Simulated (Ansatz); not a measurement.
Wires are cut from relaxed bulk ZnAu (Pm-3m, 16.18 Å³/atom, gap on the mesh 0.00 eV); atoms and period are relaxed, and energies count from that bulk.

Method: DFT PBE, scalar-relativistic, plane waves, PAW in Ansatz.

Cutoff 420 eV; k points 1×1×10 on the computed 8-atom cell (Γ-centred); Gaussian smearing, width 0.05 eV; no spin polarisation.

Start ([001] wire, 8 host atoms a period):

```xyz
8
Lattice="13.8000 0.0000 0.0000 0.0000 14.1000 0.0000 0.0000 0.0000 3.1867" Properties=species:S:1:pos:R:3 pbc="T T T"
Zn    4.5100    4.6600    1.5933
Zn    4.5100    7.8467    1.5933
Zn    7.6967    4.6600    1.5933
Zn    7.6967    7.8467    1.5933
Au    6.1033    6.2533    0.0000
Au    6.1033    9.4400    0.0000
Au    9.2900    6.2533    0.0000
Au    9.2900    9.4400    0.0000
```

Relax it.

The free energy falls by 232 meV/atom.

| Item | Value |
| --- | --- |
| excess energy (eV per host atom) | 0.421 |
| line energy (eV/Å) | 1.241 |
| period (Å) | 2.717 |
| gap on the mesh (eV) | 0 |
| highest filled level or Fermi level under vacuum (eV) | 4.29 |

Relaxed structure:
```
Zn Au
1.0
    13.80000    0.00000    0.00000
     0.00000   14.10000    0.00000
     0.00000    0.00000    2.71685
Zn Au
4 4
Direct
  0.24524 0.25120 0.50000
  0.35722 0.53034 0.50000
  0.53067 0.36034 0.50000
  0.63590 0.63280 0.50000
  0.36333 0.36653 0.00000
  0.46886 0.64686 0.00000
  0.65004 0.46925 0.00000
  0.74875 0.74268 0.00000
```

Spin-orbit coupling is left out, which matters for the bands of heavy elements.

Each run keeps its start's symmetry and one magnetic start, so lower states can exist.

The run took 3.1 min on 4 threads of Arm Neoverse V2 (shared host), peak memory 1.3 GiB.